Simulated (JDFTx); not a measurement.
# GaP under changes of volume

One of the cells (20.240 Å³/atom); the others are scaled copies at fixed shape and fractional positions:

```
CELL_PARAMETERS angstrom
0.00000 2.72525 2.72525
2.72525 0.00000 2.72525
2.72525 2.72525 0.00000
ATOMIC_POSITIONS crystal
Ga 0.00000 0.00000 0.00000
P 0.75000 0.75000 0.75000
```

- Program: JDFTx 1.7.0 (patched build)
- Functional: PBEsol
- Potentials or basis: PseudoDojo-SR-PBEsol-0.4.1-standard with smoothed tails
- Cutoff: 1088 eV
- Density cutoff: 8708 eV
- k mesh: 8 × 8 × 8
- Occupations: fermi-dirac, width 0.05 eV
- Spin: no spin polarisation

```csv
volume (Å³/atom),energy over the lowest point (meV/atom),pressure (GPa),gap on the mesh (eV)
19.026,17.29,5.3,1.38
19.431,6.51,3.2,1.43
19.836,?,?,?
20.240,0.00,-0.5,1.52
20.645,3.25,-2.1,1.52
21.050,10.24,-3.5,1.42
21.455,20.56,-4.7,1.27
```

What does the run at 19.836 Å³/atom give?

Energy over the lowest point 0.93 meV/atom; pressure 1.2 GPa; gap on the mesh 1.48 eV.

Worked out: A Birch-Murnaghan fit of order 3 (a polynomial in V^(-2/3)) to the other rows has its minimum at 20.12 Å³/atom with B0 = V·E''(V) = 85 GPa and B' = 4.5. It gives 0.93 meV/atom at 19.836 Å³/atom, against the run's 0.93, and -dE/dV = 1.3 GPa, against 1.2. A parabola through the other rows of the gap, of slope 1.55 eV per unit of ln V there, gives 1.52 eV, against the run's 1.48.

Energies are extrapolated to zero smearing.

A mesh can miss the band edges. Spin-orbit coupling on Ga is left out.
